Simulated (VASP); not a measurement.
Wanted: the native input for a VASP 6.6.1 run.

* Task: single point
* Functional: LDA
* Potentials or basis: VASP PAW LDA potentials, release 64 (Tl_d)
* Cutoff: 520 eV
* k mesh: 13 × 13 × 13
* Occupations: fermi-dirac, width 0.1 eV
* Spin: no spin polarisation
* Dipole correction: no
* Further INCAR settings: ALGO = Fast; EDIFF = 1e-07; NBANDS = 12

The structure of Tl lies in POSCAR:

```
Tl
1.0
   -1.8171273828      1.8171273828      1.8171273828
    1.8171273828     -1.8171273828      1.8171273828
    1.8171273828      1.8171273828     -1.8171273828
Tl
1
Direct
    0.0000000000      0.0000000000      0.0000000000
```

This isn't the form of Tl at room conditions, which is hcp.

These files were run (other wordings do the same):

INCAR

```
SYSTEM = Tl
ALGO = Fast
EDIFF = 1E-7
ENCUT = 520
GGA = CA
ISIF = 2
ISMEAR = -1
LASPH = .TRUE.
LCHARG = .FALSE.
LREAL = .FALSE.
LWAVE = .FALSE.
NBANDS = 12
NELM = 60
PREC = Accurate
SIGMA = 0.1
```

KPOINTS

```
k-points
0
G
  13 13 13
  0 0 0
```

Potentials or basis: VASP PAW LDA potentials, release 64 (Tl_d).

Launch:

```console
$ cat potpaw_LDA.64/Tl_d/POTCAR > POTCAR
$ mpirun -np 1 vasp_std > vasp.out
```

It gave:

```yaml
Pressure: 7.9 GPa
Band_gap_on_the_k_mesh: none (metal or under the smearing width)
```

Run time: 6 s on 1 thread of Intel(R) Xeon(R) 6975P-C (Granite Rapids), on a shared host, peak memory 0.14 GiB.
